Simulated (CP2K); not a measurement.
Crystal: ZnO (zincite).

```
CELL_PARAMETERS angstrom
3.24931 0.00000 0.00000
-1.62465 2.81398 0.00000
0.00000 0.00000 5.20571
ATOMIC_POSITIONS crystal
Zn 0.66667 0.33333 0.00000
Zn 0.33333 0.66667 0.50000
O 0.33333 0.66667 0.87901
O 0.66667 0.33333 0.37901
```

Base run:

| Property | Result |
| --- | --- |
| Program | CP2K 2026.2 |
| Functional | rev-vdW-DF2 |
| Potentials or basis | POTENTIAL_UZH Zn GTH-PBE-q12, O GTH-PBE-q6; TZVP-MOLOPT-PBE-GTH basis |
| Density cutoff | 11565 eV |
| k mesh | 9 × 9 × 5 |
| Occupations | fermi-dirac, width 0.05 eV |
| Spin | no spin polarisation |

Its results: band gap on the k mesh 0.73 eV, direct; pressure 4.2 GPa.

Task: After a change of settings the same cell gave: band gap on the k mesh 0.74 eV, direct; pressure 2.7 GPa. Which change was it?
A. functional from rev-vdW-DF2 to LDA
B. functional from rev-vdW-DF2 to PBEsol
C. functional from rev-vdW-DF2 to TPSS
D. functional from rev-vdW-DF2 to BLYP

Result: C.

Caveats: the potentials were made for another functional, which shifts forces and pressure; the basis of atomic orbitals isn't converged, which shifts pressures, moduli and gaps.

Runs at the PBE level aren't shown here.
